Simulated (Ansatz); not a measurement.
input.yaml (Ansatz)

```yaml
crystal:
  lattice:
    - [5.6753272768, 0.0, 0.0]
    - [-2.8376636384, 4.9149775965, 0.0]
    - [0.0, 0.0, 3.5260756876]
  atoms:
    - { symbol: In, position: [0.0, 0.0, 0.0] }
    - { symbol: In, position: [0.3333333333, 0.6666666667, 0.5] }
    - { symbol: In, position: [0.6666666667, 0.3333333333, 0.5] }
hamiltonian:
  xc: rpbe
  pseudopotentials:
    kind: paw
    azcp:
      In: "pseudopotentials/In.paw.azcp"
basis:
  ecutwfc: 420
  fft_grid_basis: typed
kpoints:
  mp_grid: { grid: [8, 8, 11], shift: [0, 0, 0] }
magnetization:
  spin_polarized: false
scf:
  occupations: { method: fermi_dirac, width: 0.1 }
  lower_state_search: "off"
output:
  stress: true
```

Terminal output

```
Engine: ansatz 0.2.0, aarch64-unknown-linux-gnu
Pseudopotentials: kind: paw
Pseudopotential: In, paw, valence charge 13, recommended cutoff 420 eV (normal) 
Functional definition: RPBE
  parameter kappa = 0.804
  parameter beta = 0.06672455060314922
  exchange = rpbe_x(kappa = kappa, mu = beta*pi^2/3)
  correlation = pbe_c(beta = beta)
Crystal: 3 atoms, lattice volume = 98.357 Å³
Basis set: ecut = 420 eV, 1907 PW (Γ)
Bands: 24, of which v1, the nominal top of the filled ones, is band 20 counted from 1 (19 counted from 0)
Symmetry: 24 space group operations
Space group: P6/mmm (ITA 191), of the structure as read, at distance tolerance 4.6e-5 Å
k-points: 60 of 704
Non-local potential: In, projectors of the file, l = 0: 2, l = 1: 2, l = 2: 2, l = 3: 2
PAW form: soft (Blöchl's): semilocal exchange-correlation on the pseudo side does not see the compensation charge
PAW frozen core: In, regenerated for the run's functional, and the local potential with it (the file was generated under x = pbe(κ = 0.804, μ = 0.2195149727645171), c = pbe(β = 0.06672455060314922))
PAW one-centre angular grid: In, 590 points (default); XC on 64 Gauss nodes
Initial density: superposition of atomic densities (neutral atoms: chi_scale 0, normalization atom), corrected by the library's trained network
Initial wavefunctions: pseudopotential atomic-orbital guess
Functional: x = rpbe, c = pbe(β = 0.06672455060314922)
SCF iter   1: F=—  HF=-16818.684548 eV  |F-HF|=—  |Δ(HF+E_count)|=         —  Δρ=3.44e-3  dr2=9.51e-3  ethr=1.77e-3  ⟨swp⟩=5.7  Hψ=6203  notcnv=0
SCF iter   2: F=—  HF=-16818.680129 eV  |F-HF|=—  |Δ(HF+E_count)|=   4.42e-3  Δρ=9.74e-4  dr2=1.58e-3  ethr=2.44e-5  ⟨swp⟩=2.0  Hψ=2841  notcnv=0
SCF iter   3: F=—  HF=-16818.679982 eV  |F-HF|=—  |Δ(HF+E_count)|=   1.47e-4  Δρ=4.41e-4  dr2=4.48e-4  ethr=4.05e-6  ⟨swp⟩=1.6  Hψ=1502  notcnv=0
SCF iter   4: F=—  HF=-16818.679936 eV  |F-HF|=—  |Δ(HF+E_count)|=   4.60e-5  Δρ=1.23e-4  dr2=1.60e-5  ethr=1.15e-6  ⟨swp⟩=2.5  Hψ=2279  notcnv=0
SCF iter   5: F=—  HF=-16818.679935 eV  |F-HF|=—  |Δ(HF+E_count)|=   1.53e-6  Δρ=1.91e-5  dr2=4.32e-7  ethr=4.10e-8  ⟨swp⟩=2.0  Hψ=2625  notcnv=0
SCF iter   6: F=-16818.679935 eV  HF=-16818.679935 eV  |F-HF|=1.03e-8  |Δ(HF+E_count)|=   2.30e-8  Δρ=6.89e-6  dr2=3.53e-8  ethr=2.56e-10  ⟨swp⟩=4.7  Hψ=5233  notcnv=0
SCF 1 converged in 6 iterations: F = -16818.679935 eV  dr2 = 3.53e-8
SCF converged after 6 iterations
Free energy (F): -16818.679935 eV
Harris-Foulkes:  -16818.679935 eV  (|F-HF|=1.03e-8)
Internal energy: -16818.611348 eV  (E = F + TS)
E sigma→0 (E₀):  -16818.645641 eV
Entropy (-TS):   -0.068587 eV (-22.862 meV/atom)
Fermi energy:    7.627033 eV
--- Per-component energies (eV) ---
  E_band       = -170.667015
  E_kinetic    = 717.442041
  E_local      = -3641.800292  (includes V_loc(G=0)·N_el)
  E_nonlocal   = 1096.863947
  E_hartree    = 1422.851357
  E_xc         = -646.619443
  E_vxc        = -294.410613  (∫ρ·V_xc dr)
  E_paw        = -12479.561430  (= ΣΔE_a)
  E_vpaw       = -894.462582  (= ΣTr[D̂ρ^β])
  E_aug_tail   = 0.000078  (compensation charges beyond the density's cutoff)
  E_ewald      = -3287.989674
  E_core_change = 0.202069  (= ΣΔE_core)
  E_smearing   = -0.068587  (= −TS)
  E_closure    = -0.000000  (closes the sum)
  Σ components = -16818.679935   (vs F -16818.679935, Δ=0.00e0)
--- Stress (GPa, compression-positive) ---
       -2.191317      -0.000000       0.000000
       -0.000000      -2.191317       0.000000
        0.000000       0.000000      -2.394920
  P = ⅓ Tr σ = -2.2592 GPa (-22.592 kbar)
```
